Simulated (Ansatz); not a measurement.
**CdS: distorted cells**

These are results of DFT PBE, scalar-relativistic, plane waves, PAW in Ansatz 0.2.0, not measurements.

Settings: cutoff 420 eV, Γ-centred mesh 10×8×10 on the computed 4-atom cell, Gaussian smearing of 0.05 eV; no spin polarisation.

Reference cell:

```
Cd S
1.0
     3.89844    0.00000    0.00000
     0.00000    5.51149    0.00000
     0.00000    0.00000    3.89810
Cd S
2 2
Direct
  0.50000 0.50000 0.24303
  0.00000 0.00000 0.75697
  0.50000 0.00000 0.25516
  0.00000 0.50000 0.74484
```

Each variant moves atoms of this cell by the vectors given, if any (Å), and then applies a symmetric strain (tensor components, Cartesian axes). The reference cell isn't relaxed at this level. Energies are per atom at zero smearing, counted from the lowest variant. Pressure is positive in compression.

1. strain (xx yy zz yz xz xy, %) -0.28 -0.34 -0.44 0.12 -0.05 1.00; moves: Cd1 (0.024, 0.066, -0.009); Cd2 (0.017, -0.065, 0.119); S3 (-0.015, -0.025, 0.009); S4 (-0.026, 0.024, -0.119)
2. strain (xx yy zz yz xz xy, %) 7.47 0.80 6.12 0.00 0.00 0.00; moves: Cd1 (0.000, 0.000, 0.151); Cd2 (0.000, 0.000, -0.151); S3 (0.000, 0.000, -0.320); S4 (0.000, 0.000, 0.320)
3. strain (xx yy zz yz xz xy, %) 0.73 0.54 1.12 0.16 0.00 -0.50; moves: Cd1 (0.117, 0.033, -0.003); Cd2 (-0.187, -0.129, -0.081); S3 (-0.015, 0.070, 0.025); S4 (0.085, 0.025, 0.060)
4. strain (xx yy zz yz xz xy, %) -2.85 -3.85 -1.85 0.00 0.00 0.00; moves: Cd1 (0.000, 0.000, 0.340); Cd2 (0.000, 0.000, -0.340); S3 (0.000, 0.000, 0.096); S4 (0.000, 0.000, -0.096)
5. no strain; moves: S3 (0.065, 0.080, -0.109)
6. strain (xx yy zz yz xz xy, %) 4.98 2.35 1.60 0.00 0.00 0.00; moves: Cd1 (0.000, 0.000, -0.138); Cd2 (0.000, 0.000, 0.138); S3 (0.000, 0.000, 0.033); S4 (0.000, 0.000, -0.033)

```tsv
result	ΔE (meV/atom)	P (GPa)	largest force (eV/Å)	gap on mesh (eV)
A	186.5	13.87	1.81	0.54
B	7.9	0.69	0.42	0.28
C	131.3	-6.91	0.54	0
D	13.0	-1.42	0.40	0.26
E	39.8	-5.35	0.09	0.19
F	0.0	-0.32	0.42	0.27
```

Question: Which variant gave which result?

Answer: A is 4, B is 1, C is 2, D is 3, E is 6, F is 5. The pressure falls as the cell grows: from the smallest volume to the largest the variants are 4, 1, 5, 3, 6, 2.

This rock-salt form isn't the usual stable structure of the compound.